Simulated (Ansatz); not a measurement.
## From the elastic tensor of C at 5 GPa (stress–strain coefficients) to moduli and sound speeds

Level of theory: Ansatz 0.2.0, DFT PBEsol, scalar-relativistic, plane waves, PAW. Settings: 420 eV plane-wave cutoff, Γ-centred 12×12×12 mesh, fixed occupations. No spin polarisation.

The structure is cubic, space group Fd-3m (No. 227). Conventional cell: a = 3.541 Å, b = 3.541 Å, c = 3.541 Å, α = 90.00°, β = 90.00°, γ = 90.00°. Around C (site symmetry -43m) lie 4 C at 1.53 Å.

Relaxed-ion constants (GPa, on the Cartesian axes of the calculation):
C11 = 1096.8, C12 = 154.3, C13 = 154.3, C22 = 1096.8, C23 = 154.3, C33 = 1096.8, C44 = 587.6, C55 = 587.6, C66 = 587.6 GPa; the others vanish.

Density 3.594 g/cm³; 2 atoms in 11.10 Å³.

The values that follow are for a polycrystal of randomly turned grains, by Hill's mean where one number stands.

With S = C⁻¹: B_V = (C11+C22+C33+2(C12+C13+C23))/9, G_V = (C11+C22+C33−C12−C13−C23+3(C44+C55+C66))/15, 1/B_R = S11+S22+S33+2(S12+S13+S23), 15/G_R = 4(S11+S22+S33−S12−S13−S23)+3(S44+S55+S66); Hill is their mean. Then v_l = √((B+4G/3)/ρ), v_t = √(G/ρ), v_m = [(2/v_t³+1/v_l³)/3]^(−1/3) and Θ = (ħ/k_B)·v_m·(6π²n/V)^(1/3) for n atoms in the volume V; E = 9BG/(3B+G), ν = (3B−2G)/(2(3B+G)) and A^U = 5G_V/G_R + B_V/B_R − 6.

- Bulk modulus, Voigt / Reuss / Hill: 468.5 / 468.5 / 468.5 GPa
- Shear modulus, Voigt / Reuss / Hill: 541.1 / 534.8 / 537.9 GPa
- Young's modulus: 1167 GPa
- Poisson ratio: 0.085
- Pugh ratio B/G: 0.87
- Universal anisotropy index: 0.06
- Longitudinal and transverse sound speeds: 18164 and 12234 m/s
- Debye temperature from the mean sound speed: 2246 K

Cost: 1 run of about 0.16 core-minutes, on Intel Xeon Platinum 8488C (Sapphire Rapids) (shared hosts).

Diamond at this pressure resists a change of shape even more strongly than a change of volume: the shear modulus of 537.9 GPa exceeds the bulk modulus of 468.5 GPa, an unusual order among solids. The cause is the directional sp³ bonding. Shear must bend the tetrahedral bond angles, which is unusually costly in diamond, though still clearly easier than stretching the short, strong σ bonds. The same angular forces keep C12 far below C44, well away from the Cauchy relation for central forces, and hold the Poisson ratio down to 0.085. Because C44 also exceeds half of C11 − C12, the crystal is stiffest in tension along the ⟨111⟩ bond directions, though the anisotropy is slight. Great stiffness combined with a light atom accounts for the very high sound speeds and Debye temperature. The constants satisfy the cubic criteria for stability against small homogeneous strains, but a single pressure doesn't show how fast the lattice stiffens under compression.
